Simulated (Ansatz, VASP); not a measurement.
**One calculation of InP, two programs**

INCAR

```
ALGO = Normal
EDIFF = 1E-6
ENCUT = 520
GGA = CA
ISIF = 2
ISMEAR = 0
LASPH = True
LCHARG = False
LREAL = False
LWAVE = False
NBANDS = 16
NELM = 100
PREC = Accurate
SIGMA = 0.01
```

KPOINTS

```
k-points
0
Gamma
  8 8 8
```

File POSCAR:

```
InP
1.0
    2.9282276557      2.9282276557      0.0000000000
   -2.9282276557      2.9282276557      0.0000000000
    0.0000000000      2.9282276557      2.8966203452
In P
1 1
Direct
    0.0000000000      0.0000000000      0.0000000000
    0.7500000000      0.2500000000      0.5000000000
```

Input for Ansatz:

```yaml
crystal:
  lattice:
    - [2.9282276557, 2.9282276557, 0.0]
    - [-2.9282276557, 2.9282276557, 0.0]
    - [0.0, 2.9282276557, 2.89662034515]
  atoms:
    - { symbol: In, position: [0.0, 0.0, 0.0] }
    - { symbol: P, position: [0.75, 0.25, 0.5] }
kpoints:
  mp_grid: { grid: [8, 8, 8] }
scf:
  occupations: { method: fixed }
  convergence: { dr2_threshold: 1.0e-10 }
hamiltonian:
  xc: lda
  pseudopotentials: { kind: all_electron, lapw: { basis_error: 0.0005 } }
output:
  forces: true
  stress: true
  eigenstates:
    kpoints:
      - [0.0, 0.0, 0.0]
      - [0.5, 0.0, 0.0]
      - [0.0, 0.5, 0.5]
      - [0.0, -0.5, 0.0]
      - [0.5, 0.0, 0.5]
      - [-0.5, -0.5, -0.5]
      - [-0.5, 0.5, 0.0]
      - [0.0, 0.0, -0.5]
  eigenvalues: true
```

Change from the starting cell: film at in-plane strain +0.005.

Alike in both runs: task single point; functional LDA; k mesh 8 × 8 × 8; no spin polarisation.

```csv
,VASP,Ansatz
version,VASP 6.6.1,Ansatz 0.2.0
potentials or method,"VASP PAW LDA potentials, release 64 (In_d, P)","all-electron LAPW, scalar-relativistic"
plane-wave cutoff (eV),520,see its input
occupations,"gaussian, width 0.01 eV",fixed
```

|  | VASP | Ansatz | Ansatz less VASP |
| --- | --- | --- | --- |
| gap on the k mesh at the Fermi level (eV) | 0.55 | 0.52 | -0.031 |
| pressure (GPa) | -0.3 | -0.3 | -0.01 |
| largest component of the traceless stress (GPa) | 0.31 | 0.31 | 0.000 |

Ansatz ran all-electron here, so the differences hold the error of VASP's frozen core and of both bases.

Caveats: spin-orbit coupling is left out, which moves the levels of the heavy elements.
